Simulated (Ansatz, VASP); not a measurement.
## Pt (Pt wire along [111], 19 atoms a period): VASP beside Ansatz

One calculation is typed for both programs; each brings its own data sets. How far apart do they land? The structure shown is the start of the Ansatz relaxation below; VASP solves that cell, so the two are compared at the walk's first step.

Method: plane waves, with VASP 6.6.1 beside it; single point at PBE, in Ansatz 0.2.0.

## (1) Starting point

The cell holds 19 atoms: 19 Pt. Cell: a = 12.414 Å, b = 13.283 Å, c = 6.876 Å, α = 90.0°, β = 90.0°, γ = 90.0°. Vacuum lies along a and b. The structure's axis is c.

## (2) Ansatz: relaxation, PBE

Ansatz runs on its PAW soft_1 files.

The two programs are compared at the cell with which this relaxation starts, whose forces are those of its first step.

input.yaml

```yaml
crystal:
  lattice:
    - [12.414, 0.0, 0.0]
    - [0.0, 13.283, 0.0]
    - [0.0, 0.0, 6.876241706]
  atoms:
    - { symbol: Pt, position: [0.386950778, 0.316974543, 0.0] }
    - { symbol: Pt, position: [0.500017232, 0.499999355, 0.0] }
    - { symbol: Pt, position: [0.613083686, 0.316974543, 0.0] }
    - { symbol: Pt, position: [0.72615014, 0.499999355, 0.0] }
    - { symbol: Pt, position: [0.273884324, 0.622015895, 0.333333333] }
    - { symbol: Pt, position: [0.386950778, 0.438991084, 0.333333333] }
    - { symbol: Pt, position: [0.500017232, 0.622015895, 0.333333333] }
    - { symbol: Pt, position: [0.500017232, 0.255966273, 0.333333333] }
    - { symbol: Pt, position: [0.613083686, 0.438991084, 0.333333333] }
    - { symbol: Pt, position: [0.72615014, 0.622015895, 0.333333333] }
    - { symbol: Pt, position: [0.273884324, 0.377982814, 0.666666667] }
    - { symbol: Pt, position: [0.386950778, 0.561007625, 0.666666667] }
    - { symbol: Pt, position: [0.500017232, 0.377982814, 0.666666667] }
    - { symbol: Pt, position: [0.500017232, 0.744032436, 0.666666667] }
    - { symbol: Pt, position: [0.613083686, 0.561007625, 0.666666667] }
    - { symbol: Pt, position: [0.72615014, 0.377982814, 0.666666667] }
    - { symbol: Pt, position: [0.273884324, 0.499999355, 0.0] }
    - { symbol: Pt, position: [0.386950778, 0.683024166, 0.0] }
    - { symbol: Pt, position: [0.613083686, 0.683024166, 0.0] }
kpoints:
  mp_grid: { grid: [1, 1, 12] }
scf:
  occupations: { method: fermi_dirac, width: 0.05 }
hamiltonian:
  xc: pbe
  pseudopotentials: { kind: paw, azcp: { folder: soft_1 } }
relax:
  cell: { fix: [a, b, alpha, beta, gamma] }
  max_steps: 45
  f_tol: 0.03
```

Command:

```
> ansatz run input.yaml --threads 4 --pin off --max-ram 16384MiB --backend cpu --events-out ev --progress --plain --runs-dir out
```

Numbers of over 12 decimals in the logs are rounded to 6 here.

Log:

```text
Engine: ansatz 0.2.0, aarch64-unknown-linux-gnu
Pseudopotentials: kind: paw
Pseudopotential: Pt, paw, valence charge 18, recommended cutoff 420 eV (normal), soft_1/Pt.paw.azcp
Functional definition: PBE
  parameter kappa = 0.804
  parameter beta = 0.066725
  exchange = pbe_x(kappa = kappa, mu = beta*pi^2/3)
  correlation = pbe_c(beta = beta)
Crystal: 19 atoms, lattice volume = 1133.859 Å³
Basis set: ecut = 420 eV, 22159 PW (Γ), exchange–correlation on 180×180×96 points (8 copies of the dense FFT grid, shifted against one another)
Bands: 206, of which v1, the nominal top of the filled ones, is band 171 counted from 1 (170 counted from 0)
Symmetry: 4 space group operations
Space group: P2/m (ITA 10), of the structure as read, at distance tolerance 1.0e-4 Å
k-points: 7 of 12
Non-local potential: Pt, projectors of the file, l = 0: 3, l = 1: 2, l = 2: 2, l = 3: 1
PAW form: soft (Blöchl's): semilocal exchange-correlation on the pseudo side does not see the compensation charge
PAW one-centre angular grid: Pt, 590 points (default); XC on 64 Gauss nodes
Initial density: superposition of atomic densities (neutral atoms: chi_scale 0, normalization atom)
Initial wavefunctions: pseudopotential atomic-orbital guess
Functional: x = pbe(κ = 0.804, μ = 0.219515), c = pbe(β = 0.066725)
SCF iter   1: F=—  HF=-237953.015441 eV  |F-HF|=—  |Δ(HF+E_count)|=         —  Δρ=4.15e-2  dr2=2.19e1  ethr=3.10e-3  ⟨swp⟩=6.3  Hψ=5163  notcnv=0  defer=78
preconditioner: auto → LDOS  [metal: Δε(μ)=0.034 eV  Ē_g=5.501 eV  σ=0.050 eV  W_gap=0.17  n_scr=212 (ndim 8)  ℏωp=15.2 eV  f_vac=0.610  D(μ)=39.14/eV (n_scr^D=294)  β→1.0]
SCF iter   2: F=—  HF=-237952.931399 eV  |F-HF|=—  |Δ(HF+E_count)|=   8.40e-2  Δρ=3.38e-2  dr2=2.50e1  ethr=3.10e-3  ⟨swp⟩=3.0  Hψ=3753  notcnv=0  defer=112
SCF iter   3: F=—  HF=-237947.592797 eV  |F-HF|=—  |Δ(HF+E_count)|=    5.34e0  Δρ=1.05e-2  dr2=2.64e0  ethr=3.10e-3  ⟨swp⟩=2.1  Hψ=2833  notcnv=0  defer=115
SCF iter   4: F=—  HF=-237947.449788 eV  |F-HF|=—  |Δ(HF+E_count)|=   1.43e-1  Δρ=4.86e-3  dr2=1.23e0  ethr=7.71e-4  ⟨swp⟩=2.0  Hψ=2425  notcnv=0  defer=115
SCF iter   5: F=—  HF=-237947.392725 eV  |F-HF|=—  |Δ(HF+E_count)|=   5.71e-2  Δρ=3.85e-3  dr2=3.67e-1  ethr=3.59e-4  ⟨swp⟩=2.0  Hψ=2081  notcnv=0  defer=115
SCF iter   6: F=—  HF=-237947.373870 eV  |F-HF|=—  |Δ(HF+E_count)|=   1.89e-2  Δρ=1.95e-3  dr2=1.03e-1  ethr=1.07e-4  ⟨swp⟩=1.9  Hψ=1357  notcnv=0  defer=115
SCF iter   7: F=—  HF=-237947.371706 eV  |F-HF|=—  |Δ(HF+E_count)|=   2.16e-3  Δρ=1.35e-3  dr2=4.39e-2  ethr=3.01e-5  ⟨swp⟩=1.4  Hψ=1331  notcnv=0  defer=115
SCF iter   8: F=—  HF=-237947.370956 eV  |F-HF|=—  |Δ(HF+E_count)|=   7.50e-4  Δρ=7.50e-4  dr2=1.31e-2  ethr=1.28e-5  ⟨swp⟩=1.9  Hψ=1488  notcnv=0  defer=115
SCF iter   9: F=—  HF=-237947.369944 eV  |F-HF|=—  |Δ(HF+E_count)|=   1.01e-3  Δρ=4.65e-4  dr2=4.75e-3  ethr=3.84e-6  ⟨swp⟩=2.0  Hψ=1635  notcnv=0  defer=115
SCF iter  10: F=—  HF=-237947.369748 eV  |F-HF|=—  |Δ(HF+E_count)|=   1.96e-4  Δρ=2.18e-4  dr2=1.06e-3  ethr=1.39e-6  ⟨swp⟩=2.0  Hψ=1512  notcnv=0  defer=115
SCF iter  11: F=—  HF=-237947.369741 eV  |F-HF|=—  |Δ(HF+E_count)|=   6.46e-6  Δρ=8.86e-5  dr2=1.64e-4  ethr=3.09e-7  ⟨swp⟩=2.0  Hψ=1701  notcnv=0  defer=115
SCF iter  12: F=—  HF=-237947.369727 eV  |F-HF|=—  |Δ(HF+E_count)|=   1.44e-5  Δρ=3.12e-5  dr2=2.49e-5  ethr=4.79e-8  ⟨swp⟩=2.0  Hψ=2005  notcnv=0  defer=115
SCF iter  13: F=—  HF=-237947.370236 eV  |F-HF|=—  |Δ(HF+E_count)|=   5.09e-4  Δρ=1.55e-5  dr2=5.84e-6  ethr=7.27e-9  ⟨swp⟩=2.0  Hψ=2132  notcnv=0  defer=115
SCF iter  14: F=—  HF=-237947.370236 eV  |F-HF|=—  |Δ(HF+E_count)|=   3.53e-7  Δρ=5.05e-6  dr2=5.87e-7  ethr=1.71e-9  ⟨swp⟩=2.0  Hψ=2001  notcnv=0  defer=115
SCF iter  15: F=—  HF=-237947.370236 eV  |F-HF|=—  |Δ(HF+E_count)|=   3.64e-8  Δρ=2.27e-6  dr2=1.11e-7  ethr=1.72e-10  ⟨swp⟩=2.0  Hψ=1974  notcnv=0  defer=115
SCF iter  16: F=-237947.370236 eV  HF=-237947.370236 eV  |F-HF|=1.66e-8  |Δ(HF+E_count)|=   2.62e-8  Δρ=1.15e-6  dr2=2.67e-8  ethr=2.92e-11  ⟨swp⟩=4.0  Hψ=3974  notcnv=0
SCF 1 converged in 16 iterations: F = -237947.370236 eV  dr2 = 2.67e-8
  greatest PAW one-centre occupation: 1.000 electrons in one spin orbital (limit 2), on the Pt atom at site 1 (counted from 0), in its partial waves of l = 0
relax step   1: F+E_penalty+E_count = -237947.37023624 eV  Δ(F+E_penalty+E_count) = +0.000e0 eV  max|allowed force component| = 2.075e0 eV/Å  Δτ_max = 0.0000 Å  P = -4.043 GPa  Ω = 1133.859 Å³  fix = [a, b, alpha, beta, gamma]  reactions: a -3.171, b -3.228 GPa; alpha +0.009 GPa/rad  (16 SCF iters, dr2 threshold 1.00e-7 eV, accepted)
[...]
relax step   6: F+E_penalty+E_count = -237950.42357739 eV  Δ(F+E_penalty+E_count) = -1.283e-4 eV  max|allowed force component| = 6.220e-3 eV/Å  Δτ_max = 0.0016 Å  P = -0.000 GPa  Ω = 1102.842 Å³  energy of the carried Pulay correction = +3.538e-3 eV  fix = [a, b, alpha, beta, gamma]  reactions: a -0.002, b -0.008 GPa; alpha -0.000 GPa/rad  (9 SCF iters, dr2 threshold 9.30e-9 eV, accepted)
[...]
relax step   7: F+E_penalty+E_count = -237950.41806394 eV  Δ(F+E_penalty+E_count) = +5.513e-3 eV  max|allowed force component| = 6.543e-3 eV/Å  Δτ_max = 0.0000 Å  P = +0.008 GPa  Ω = 1102.842 Å³  fix = [a, b, alpha, beta, gamma]  reactions: a +0.004, b -0.002 GPa; alpha -0.000 GPa/rad  stress off target by 2.18e-2 GPa on what of the cell is left free  SCF on the basis re-selected at this cell (its energy is not comparable with the rows above)  (8 SCF iters)
basis re-selected at this cell: Δ(F+E_penalty+E_count) = +5.513e-3 eV, ΔP = +0.008 GPa vs the last step (what re-selecting the basis moved, of the pressure what is left beyond the Pulay correction that the steps carried, after the strain that the cell walked since its last selection, with what the two solves' SCF thresholds leave and, on support functions, any second-order correction that the steps lacked; it is no measure of the basis error at this ecutwfc). The dense FFT grid was sized anew with the basis: this SCF ran on 90×90×45 points, the steps before it on 90×90×48, so part of this shift can come from that change (see relax.cell in the input reference). [rest of the remark cut]
SCF converged after 8 iterations
Free energy (F): -237950.418064 eV
Harris-Foulkes:  -237950.418064 eV  (|F-HF|=1.75e-10)
Internal energy: -237950.055435 eV  (E = F + TS)
E sigma→0 (E₀):  -237950.236750 eV
Entropy (-TS):   -0.362628 eV (-19.086 meV/atom)
Fermi energy:    2.256160 eV
--- Per-component energies (eV) ---
  E_band       = -9461.758315
  E_kinetic    = 11337.120280
  E_local      = -198657.074247  (includes V_loc(G=0)·N_el)
  E_nonlocal   = 3884.050618
  E_hartree    = 92572.564972
  E_xc         = -4390.496972
  E_vxc        = -5121.655774  (∫ρ·V_xc dr)
  E_paw        = -180201.335316  (= ΣΔE_a)
  E_vpaw       = -6049.354153  (= ΣTr[D̂ρ^β])
  E_aug_tail   = 0.021162  (compensation charges beyond the density's cutoff)
  E_ewald      = 37505.094067
  E_smearing   = -0.362628  (= −TS)
  E_closure    = -0.000000  (closes the sum)
  Σ components = -237950.418064   (vs F -237950.418064, Δ=0.00e0)
--- Forces (eV/Å), atoms counted from 1 ---
  atom   1  Pt    -0.00003641     0.00148882    -0.00129251
  atom   2  Pt    -0.00000000     0.00000000     0.00000000
  atom   3  Pt     0.00003641     0.00148882    -0.00129251
  atom   4  Pt     0.00654263     0.00000000    -0.00000000
  atom   5  Pt    -0.00136334    -0.00054685    -0.00000843
  atom   6  Pt     0.00022122    -0.00012144    -0.00034121
  atom   7  Pt    -0.00000000     0.00190766     0.00199754
  atom   8  Pt    -0.00000000     0.00000086     0.00052135
  atom   9  Pt    -0.00022122    -0.00012144    -0.00034121
  atom  10  Pt     0.00136334    -0.00054685    -0.00000843
  atom  11  Pt    -0.00136334     0.00054685     0.00000843
  atom  12  Pt     0.00022122     0.00012144     0.00034121
  atom  13  Pt     0.00000000    -0.00190766    -0.00199754
  atom  14  Pt     0.00000000    -0.00000086    -0.00052135
  atom  15  Pt    -0.00022122     0.00012144     0.00034121
  atom  16  Pt     0.00136334     0.00054685     0.00000843
  atom  17  Pt    -0.00654263    -0.00000000     0.00000000
  atom  18  Pt    -0.00003641    -0.00148882     0.00129251
  atom  19  Pt     0.00003641    -0.00148882     0.00129251
  max |Σ_I F_I| component: 4.34e-19 eV/Å
--- Stress (GPa, compression-positive) ---
        0.003988      -0.000000      -0.000000
       -0.000000      -0.001947       0.000476
       -0.000000       0.000476       0.021808
  P = ⅓ Tr σ = 0.0079 GPa (0.079 kbar)
--- Relaxed structure (6 steps of the walk, 6 accepted, 1 SCFs on fresh bases) ---
  F+E_penalty+E_count = -237950.41806394 eV   max|allowed force component| = 6.543e-3 eV/Å   (the final SCF, on the basis selected at the relaxed cell)
  cell:  # Å, volume = 1102.8423 Å³
    - [12.414, 0, 0]
    - [0, 13.283, 0]
    - [0, 0, 6.688142]
  atoms:
    - { symbol: Pt, position: [0.389413, 0.321197, -0.000305924] }
    - { symbol: Pt, position: [0.500017, 0.500000, 0] }
    - { symbol: Pt, position: [0.610622, 0.321197, -0.000305924] }
    - { symbol: Pt, position: [0.721792, 0.500000, -8.235891569536968e-19] }
    - { symbol: Pt, position: [0.288233, 0.613982, 0.315139] }
    - { symbol: Pt, position: [0.376639, 0.433544, 0.340883] }
    - { symbol: Pt, position: [0.500017, 0.632800, 0.341390] }
    - { symbol: Pt, position: [0.500017, 0.271896, 0.314808] }
    - { symbol: Pt, position: [0.623395, 0.433544, 0.340883] }
    - { symbol: Pt, position: [0.711802, 0.613982, 0.315139] }
    - { symbol: Pt, position: [0.288233, 0.386018, 0.684861] }
    - { symbol: Pt, position: [0.376639, 0.566456, 0.659117] }
    - { symbol: Pt, position: [0.500017, 0.367200, 0.658610] }
    - { symbol: Pt, position: [0.500017, 0.728104, 0.685192] }
    - { symbol: Pt, position: [0.623395, 0.566456, 0.659117] }
    - { symbol: Pt, position: [0.711802, 0.386018, 0.684861] }
    - { symbol: Pt, position: [0.278243, 0.500000, 9.235874496031195e-19] }
    - { symbol: Pt, position: [0.389413, 0.678803, 0.000305924] }
    - { symbol: Pt, position: [0.610622, 0.678803, 0.000305924] }
```

Reading the cycles: dr2 is the Hartree energy of the density residual (eV), the measure of convergence; HF is the Harris–Foulkes estimate of the energy, which meets the free energy F at convergence.

(Part 1 of 2 ends here.)

[Lines on the potential files, build, host, timing and source positions are cut from VASP's logs without a mark.]

[Logs are printed without paths, hosts, clocks, repeated set-up lines and the standing remarks that a program may print on its own settings, such as how far it seeks lower states.]

[Hosts, paths, dates, database ids (printed as entryN), source tags and the programs' standing remarks are cut or masked in the printed files.]
